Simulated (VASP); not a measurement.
# Pd (Fm-3m) in VASP: relaxation of cell and atoms with r2SCAN

Aim: the relaxation of cell and atoms of Pd with r2SCAN.

Everything below comes from runs of VASP 6.6.1. Logs are shortened: lines on timing, memory, paths and dates and some standing lists are left out, and cuts for length are marked.

**1. The crystal as given**

Symmetry: Fm-3m, No. 225, cubic system. Conventional cell: a = 3.893 Å, b = 3.893 Å, c = 3.893 Å, α = 90.00°, β = 90.00°, γ = 90.00°. Pd (site symmetry m-3m) is surrounded by 12 Pd at 2.75 Å.

**2. Relaxation of cell and atoms, r2SCAN**

Input file INCAR:

```
SYSTEM = Pd
  PREC = Accurate
  ENCUT = 600
  EDIFF = 1E-7
  ISMEAR = 0
  SIGMA = 0.1
  LREAL = .FALSE.
  LASPH = .TRUE.
  NELM = 100
  ALGO = Normal
  ISIF = 3
  LWAVE = .FALSE.
  LCHARG = .FALSE.
  METAGGA = R2SCAN
  LMIXTAU = .TRUE.
  IBRION = 2
  NSW = 80
  EDIFFG = -0.004
```

Input file KPOINTS:

```
Automatic mesh
0
G
  18 18 18
  0 0 0
```

Input file POSCAR:

```
Pd
1.0
    0.0000000000      1.9465000000      1.9465000000
    1.9465000000      0.0000000000      1.9465000000
    1.9465000000      1.9465000000      0.0000000000
Pd
1
Direct
    0.0000000000      0.0000000000      0.0000000000
```

Potentials or basis: VASP PAW PBE potentials, release 64 (Pd).

Run with:

```bash
$ cat potpaw_PBE.64/Pd/POTCAR > POTCAR
$ mpirun -np 1 vasp_std > vasp.out
```

OUTCAR:

```text
SYSTEM = Pd
   PREC = Accurate
   ENCUT = 600
   EDIFF = 1E-7
   ISMEAR = 0
   LREAL = .FALSE.
   LASPH = .TRUE.
   NELM = 100
   ISIF = 3
   METAGGA = R2SCAN
   IBRION = 2
   NSW = 80
   EDIFFG = -0.004

 ion  position               nearest neighbor table
   1  0.000  0.000  0.000-

  LATTYP: Found a face centered cubic cell.
 ALAT       =     3.8930000000

  Lattice vectors:

 A1 = (   0.0000000000,   1.9465000000,   1.9465000000)
 A2 = (   1.9465000000,   0.0000000000,   1.9465000000)
 A3 = (   1.9465000000,   1.9465000000,   0.0000000000)

Analysis of symmetry for initial positions (statically):
=====================================================================
 Subroutine PRICEL returns:
 Original cell was already a primitive cell.

 Routine SETGRP: Setting up the symmetry group for a
 face centered cubic supercell.

 Subroutine GETGRP returns: Found 48 space group operations
 (whereof 48 operations were pure point group operations)
 out of a pool of 48 trial point group operations.

The static configuration has the point symmetry O_h .

Analysis of symmetry for dynamics (positions and initial velocities):
=====================================================================
 Subroutine PRICEL returns:
 Original cell was already a primitive cell.

 Routine SETGRP: Setting up the symmetry group for a
 face centered cubic supercell.

 Subroutine GETGRP returns: Found 48 space group operations
 (whereof 48 operations were pure point group operations)
 out of a pool of 48 trial point group operations.

The dynamic configuration has the point symmetry O_h .

 Subroutine INISYM returns: Found 48 space group operations
 (whereof 48 operations are pure point group operations),
 and found     1 'primitive' translations

----------------------------------------------------------------------------------------

                                     Primitive cell

  volume of cell :      14.7500

  direct lattice vectors                    reciprocal lattice vectors
     0.000000000  1.946500000  1.946500000    -0.256871307  0.256871307  0.256871307
     1.946500000  0.000000000  1.946500000     0.256871307 -0.256871307  0.256871307
     1.946500000  1.946500000  0.000000000     0.256871307  0.256871307 -0.256871307

  length of vectors
     2.752766699  2.752766699  2.752766699     0.444914156  0.444914156  0.444914156

  position of ions in fractional coordinates (direct lattice)
     0.000000000  0.000000000  0.000000000

  ion indices of the primitive-cell ions
   primitive index   ion index
                 1           1

----------------------------------------------------------------------------------------

 KPOINTS: Automatic mesh

Automatic generation of k-mesh.
 Grid dimensions read from file:
 generate k-points for:   18   18   18

 Generating k-lattice:

  Cartesian coordinates                     Fractional coordinates (reciprocal lattice)
    -0.014270628  0.014270628  0.014270628     0.055555556  0.000000000  0.000000000
     0.014270628 -0.014270628  0.014270628     0.000000000  0.055555556  0.000000000
     0.014270628  0.014270628 -0.014270628     0.000000000  0.000000000  0.055555556

  Length of vectors
     0.024717453  0.024717453  0.024717453

  Shift w.r.t. Gamma in fractional coordinates (k-lattice)
     0.000000000  0.000000000  0.000000000

 Subroutine IBZKPT returns following result:
 ===========================================

 Found    195 irreducible k-points:

 Following reciprocal coordinates:
            Coordinates               Weight
  0.000000  0.000000  0.000000      1.000000
  0.055556  0.000000  0.000000      8.000000
  0.111111  0.000000  0.000000      8.000000
  0.166667  0.000000  0.000000      8.000000
  0.222222  0.000000  0.000000      8.000000
  0.277778  0.000000  0.000000      8.000000
[... 16 lines left out ...]
 -0.277778  0.055556  0.000000     24.000000
 -0.222222  0.055556  0.000000     24.000000
 [... further k-points ...]
   k-points           NKPTS =    195   k-points in BZ     NKDIM =    195   number of bands    NBANDS=      9
   number of dos      NEDOS =    301   number of ions     NIONS =      1
   total plane-waves  NPLWV =  13824
   dimension x,y,z NGX =    24 NGY =   24 NGZ =   24
   dimension x,y,z NGXF=    48 NGYF=   48 NGZF=   48
   ions per type =               1
   NGX,Y,Z   is equivalent  to a cutoff of  14.49, 14.49, 14.49 a.u.
   NGXF,Y,Z  is equivalent  to a cutoff of  28.99, 28.99, 28.99 a.u.
 SYSTEM =  Pd
   PREC   = accura    normal or accurate (medium, high low for compatibility)
   ISTART =      0    job   : 0-new  1-cont  2-samecut
   ICHARG =      2    charge: 1-file 2-atom 10-const
   ISPIN  =      1    spin polarized calculation?
   LNONCOLLINEAR =      F non collinear calculations
   LSORBIT =      F    spin-orbit coupling
   LASPH  =      T    aspherical Exc in radial PAW
   ENCUT  =  600.0 eV  44.10 Ry    6.64 a.u.   5.50  5.50  5.50*2*pi/ulx,y,z
   NELM   =    100;   NELMIN=  2; NELMDL= -5     # of ELM steps
   EDIFF  = 0.1E-06   stopping-criterion for ELM
   LREAL  =      F    real-space projection
   EDIFFG = -.4E-02   stopping-criterion for IOM
   NSW    =     80    number of steps for IOM
   IBRION =      2    ionic relax: 0-MD 1-quasi-New 2-CG
   NFREE  =      1    steps in history (QN), initial steepest desc. (CG)
   ISIF   =      3    stress and relaxation
   ISYM   =      2    0-nonsym 1-usesym 2-fastsym
   POTIM  = 0.5000    time-step for ionic-motion
   TEBEG  =    0.0;   TEEND  =   0.0 temperature during run
   PSTRESS=    0.0 pullay stress
   NELECT =      10.0000    total number of electrons
   NUPDOWN=      -1.0000    fix difference up-down
   EMIN   =  10.00;   EMAX   =-10.00  energy-range for DOS
   EFERMI =   0.00;   METHOD = LEGACY
   ISMEAR =     0;   SIGMA  =   0.10  broadening in eV -4-tet -1-fermi 0-gaus
   EFERMI_NEDOS =   21; number of points for ismear=-14 and -15
   IALGO  =     38    algorithm
   IMIX   =      4    mixing-type and parameters
     AMIX     =   0.40;   BMIX     =  1.00
     AMIX_MAG =   1.60;   BMIX_MAG =  1.00
  volume/ion in A,a.u.               =      14.75        99.54
  Fermi-wavevector in a.u.,A,eV,Ry     =   1.438171  2.717748 28.141404  2.068335
  Thomas-Fermi vector in A             =   2.557167
   LORBIT       =      0    0 simple, 1 ext, 2 COOP (PROOUT), +10 PAW based schemes
   METAGGA = R2SCAN    functional components
   LHFCALC =     F    Hartree Fock is set to
   AEXX    =    0.0000 exact exchange contribution
   IVDW    =     0    specifies the selected vdW correction
   LEPSILON=     F    determine dielectric tensor
   LRPA    =     F    only Hartree local field effects (RPA)
 conjugate gradient relaxation of ions
 non-spin polarized calculation
 Gauss-broadening in eV      SIGMA  =   0.10
  energy-cutoff  :      600.00
  volume of cell :       14.75
 maximum number of plane-waves:       531
 NGX is ok and might be reduce to    24
   NGX = 11   NGY = 11   NGZ = 11

--------------------------------------- Ionic step        1  -------------------------------------------

 number of electron      10.0000000 magnetization

 number of electron       9.9999999 magnetization

 Free energy of the ion-electron system (eV)
  ---------------------------------------------------
  ext. energy  EPLUGINS =         0.00000000
  ---------------------------------------------------
  free energy    TOTEN  =       -22.95244165 eV

  energy without entropy =      -22.94162629  energy(sigma->0) =      -22.94703397

------------------------ aborting loop because EDIFF is reached ----------------------------------------

  FORCE on cell =-STRESS in cart. coord.  units (eV):
  Direction    XX          YY          ZZ          XY          YZ          ZX
  --------------------------------------------------------------------------------------
  -------------------------------------------------------------------------------------
  Total        0.2603745      0.2603745      0.2603745     -0.0000000      0.0000000     -0.0000000
  in kB       28.2823725     28.2823725     28.2823725     -0.0000000      0.0000000     -0.0000000
  external PRESSURE =      28.2823725 kB  Pullay stress =       0.0000000 kB
[... 55 lines left out ...]
  energy  without entropy=      -22.9385236135  energy(sigma->0) =      -22.94417030

--------------------------------------- Ionic step        3  -------------------------------------------

 number of electron       9.9999999 magnetization

 Free energy of the ion-electron system (eV)
  ---------------------------------------------------
  ext. energy  EPLUGINS =         0.00000000
  ---------------------------------------------------
  free energy    TOTEN  =       -22.95431070 eV

  energy without entropy =      -22.94331866  energy(sigma->0) =      -22.94881468

 E-fermi :   9.3644     XC(G=0): -14.0244

 val. band max:        9.3488440548   @ k =   0.5000   0.1111   0.0000
 cond. band min:       9.3722262552   @ k =  -0.4444   0.3889   0.1111
 fundamental gap:      0.0233822004
 Fermi energy:         9.3644175441

 k-point     1 :       0.0000    0.0000    0.0000
  band No.  band energies     occupation
      1       2.2923      2.00000
      2       6.5155      2.00000
      3       6.5155      2.00000
      4       6.5155      2.00000
      5       8.0871      2.00000
      6       8.0871      2.00000
      7      27.3805      0.00000
      8      31.8721      0.00000
      9      32.2830      0.00000
[... 265 lines left out ...]
 k-point    24 :      -0.2222    0.0556    0.0000
  band No.  band energies     occupation
      1       4.0095      2.00000
      2       6.3318      2.00000
      3       6.8375      2.00000
      4       6.8658      2.00000
      5       7.9870      2.00000
      6       8.5223      2.00000
      7      24.8996      0.00000
      8      28.4338      0.00000
      9      31.8719      0.00000

 [... further k-points ...]

------------------------ aborting loop because EDIFF is reached ----------------------------------------

  FORCE on cell =-STRESS in cart. coord.  units (eV):
  Direction    XX          YY          ZZ          XY          YZ          ZX
  --------------------------------------------------------------------------------------
  -------------------------------------------------------------------------------------
  Total        0.0004576      0.0004576      0.0004576      0.0000000      0.0000000     -0.0000000
  in kB        0.0489866      0.0489866      0.0489866      0.0000000      0.0000000     -0.0000000
  external PRESSURE =       0.0489866 kB  Pullay stress =       0.0000000 kB
[... 16 lines left out ...]
  FREE ENERGIE OF THE ION-ELECTRON SYSTEM (eV)
  ---------------------------------------------------
  free  energy   TOTEN  =       -22.9543107047 eV

  energy  without entropy=      -22.9433186611  energy(sigma->0) =      -22.94881468

 reached required accuracy - stopping structural energy minimisation
```

Run time: 7.8 min. Hardware: 1 thread of AMD EPYC 7R43 (Zen 3), shared host; peak memory 0.17 GiB.

What came out:

| Property | Result |
| --- | --- |
| Free energy | -22.9543 eV |
| Relaxed volume | 14.97 Å³/atom |
| Relaxed cell | a = 2.766 Å, b = 2.766 Å, c = 2.766 Å, α = 60.00°, β = 60.00°, γ = 60.00° |
| Space group after relaxing (to 0.05 Å) | Fm-3m (No. 225) |
| Energy gained by relaxing | 1.9 meV/atom |
| Ionic steps | 3 |
| Pressure after relaxing | 0.0 GPa |
| Band gap on the k mesh | none (metal or under the smearing width) |

The path:
| step | energy change (eV) | largest force (eV/Å) | pressure (GPa) | volume (Å³) |
| --- | --- | --- | --- | --- |
| 1 | 0.0000 | 0.0000 | 2.83 | 14.75 |
| 2 | 0.0026 | 0.0000 | -4.02 | 15.31 |
| 3 | -0.0019 | 0.0000 | 0.00 | 14.97 |

Final structure:
```
Pd
1.0
     0.00000    1.95596    1.95596
     1.95596    0.00000    1.95596
     1.95596    1.95596    0.00000
Pd
1
Direct
  0.00000 0.00000 0.00000
```

Levels at points of the mesh, in eV from the Fermi level:
```
           k point  band 1  band 2  band 3  band 4  band 5  band 6  band 7  band 8  band 9
(0.00, 0.00, 0.00)   -7.07   -2.85   -2.85   -2.85   -1.28   -1.28   18.02   22.51   22.92
(0.50, 0.00, 0.00)   -5.31   -2.92   -2.92   -0.04   -0.04    1.32    7.59   17.41   21.98
(0.50, 0.50, 0.00)   -5.41   -5.14   -0.10    0.30    0.30    3.66   11.16   13.85   13.85
```

Caveat: the PAW data sets were made with another functional, which shifts forces and pressure a little. Zero-point motion and thermal expansion aren't in these numbers.
